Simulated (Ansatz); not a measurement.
## What pressure 9 GPa does to GeO2

The reference is GeO$_{2}$ (space group P3_121, No. 152; a = 5.093 Å, c = 5.769 Å).

Perturbation: a hydrostatic pressure of 9 GPa.

All numbers come from Ansatz (a first-principles code) PBE, no spin-orbit coupling, earlier PAW set. Γ-centred 8×8×6 mesh, Fermi–Dirac width 0.05 eV.

| quantity | base | changed | shift |
|---|---|---|---|
| density | 4.02 g/cm³ | 4.83 g/cm³ | +0.81 g/cm³ |
| lattice parameter a | 5.093 Å | 4.718 Å | -0.375 Å |
| c/a ratio | 1.133 | 1.187 | +0.054 |
| shortest interatomic distance | 1.768 Å | 1.754 Å | -0.0134 Å |
| band gap (an upper bound: an edge found on the path is not a true extremum; the changed cell) | 3.21 eV | 3.35 eV | +0.135 eV |

Final structure:

```
GeO2
1.0
    4.71777     0.00000     0.00000
   -2.35888     4.08571     0.00000
    0.00000     0.00000     5.60028
Ge O
3 6
Direct
  0.43369   0.00000   0.83333
  0.00000   0.43369   0.16667
  0.56631   0.56631   0.50000
  0.37181   0.32483   0.75418
  0.67517   0.04698   0.08751
  0.95302   0.62819   0.42085
  0.04698   0.67517   0.91249
  0.32483   0.37181   0.24582
  0.62819   0.95302   0.57915
```

Load acts through the strain it causes; cell and atoms are relaxed under it. No phonon test of stability was made. Competing high-pressure phases were not computed.
